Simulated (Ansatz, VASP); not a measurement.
**Two plane-wave programs on Ge4N**

INCAR

```
SYSTEM = Ge4N
ALGO     = Normal         ! electronic algorithm
EDIFF    = 1E-7           ! SCF threshold, eV
ENCUT    = 520            ! plane-wave cutoff, eV
GGA      = PE             ! functional
ISIF     = 2              ! what is computed and relaxed
ISMEAR   = 0              ! smearing method
LASPH    = .True.         ! aspherical terms in the spheres
LCHARG   = .False.        ! write CHGCAR
LREAL    = .False.        ! projectors in reciprocal space
LWAVE    = .False.        ! write WAVECAR
NBANDS   = 38             ! bands
NELM     = 100            ! most SCF steps
PREC     = Accurate       ! precision mode
SIGMA    = 0.1            ! smearing width, eV
```

KPOINTS

```
k-points
0
Gamma
  4 4 4
  0 0 0
```

The input POSCAR:

```
Ge4N
1.0
    4.6097555800      0.0000000000      0.0000000000
    0.0000000000      4.6097555800      0.0000000000
    0.0000000000      0.0000000000      4.6097555800
Ge N
4 1
Direct
    0.0000000000      0.5000000000      0.5000000000
    0.5000000000      0.0000000000      0.5000000000
    0.5000000000      0.5000000000      0.0000000000
    0.0000000000      0.0000000000      0.0000000000
    0.5000000000      0.5000000000      0.5000000000
```

Input for Ansatz:

```yaml
crystal:
  lattice:
    - [4.60975558, 0.0, 0.0]
    - [0.0, 4.60975558, 0.0]
    - [0.0, 0.0, 4.60975558]
  atoms:
    - { symbol: Ge, position: [0.0, 0.5, 0.5] }
    - { symbol: Ge, position: [0.5, 0.0, 0.5] }
    - { symbol: Ge, position: [0.5, 0.5, 0.0] }
    - { symbol: Ge, position: [0.0, 0.0, 0.0] }
    - { symbol: "N", position: [0.5, 0.5, 0.5] }
basis:
  ecutwfc: 420
kpoints:
  mp_grid: { grid: [4, 4, 4] }
hamiltonian:
  xc: pbe
scf:
  occupations: { method: gaussian, width: 0.1 }
  lower_state_search: "off"
output:
  forces: true
  stress: true
  eigenvalues: true
```

Alike in both runs: task single point; functional PBE; k mesh 4 × 4 × 4; occupations gaussian, width 0.1 eV; no spin polarisation.

```csv
,VASP,Ansatz
version,VASP 6.6.1,Ansatz 0.2.0
potentials or method,"VASP PAW PBE potentials, release 64 (Ge_d, N)","scalar-relativistic, plane waves, PAW"
plane-wave cutoff (eV),520,420
valence electrons in the cell,61,61
```

|  | VASP | Ansatz | Ansatz less VASP |
| --- | --- | --- | --- |
| gap on the k mesh at the Fermi level (eV) | none | none | - |
| pressure (GPa) | -7.5 | -7.6 | -0.02 |

A gap of «none» marks a metal or a gap that the smearing closes. With one functional, cell and mesh, what is left measures potentials, basis and numerics.
